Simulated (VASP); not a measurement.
Input of a VASP 6.6.1 run:

Contents of INCAR:

```
SYSTEM = Tc
PREC = Accurate
ENCUT = 630
EDIFF = 1E-6
ISMEAR = -1
SIGMA = 0.02
LREAL = .False.
LASPH = .True.
NELM = 60
ALGO = Normal
ISIF = 3
LWAVE = .False.
LCHARG = .False.
GGA = MK
LUSE_VDW = .True.
AGGAC = 0.0
PARAM1 = 0.1234
PARAM2 = 1.0
IBRION = 2
NSW = 40
EDIFFG = -0.01
```

Contents of KPOINTS:

```
Automatic mesh
0
Gamma
  12 12 12
  0 0 0
```

File POSCAR:

```
Tc
1.0
   -0.0221820000      1.9502870000      1.9437100000
    1.9256840000     -0.0331020000      1.9546290000
    1.9094730000      1.9449960000     -0.0168900000
Tc
1
Direct
    0.0000000000      0.0000000000      0.0000000000
```

Potentials or basis: VASP PAW PBE potentials, release 64 (Tc_sv_GW).

Run with:

```sh
$ cat potpaw_PBE.64/Tc_sv_GW/POTCAR > POTCAR
$ mpirun -np 1 vasp_std > vasp.out
```

(1) Estimate the relaxed cell.

(2) Estimate the space group after relaxing (to 0.05 Å).

(3) Predict the band gap on the k mesh.

(4) Estimate the relaxed volume.

Answers

(1) a = 2.724 Å, b = 2.723 Å, c = 2.724 Å, α = 59.99°, β = 59.99°, γ = 59.99°.

(2) Fm-3m (No. 225).

(3) none (metal or under the smearing width).

(4) 14.28 Å³/atom.

Caveat: the PAW data sets were made with another functional, which shifts forces and pressure a little.
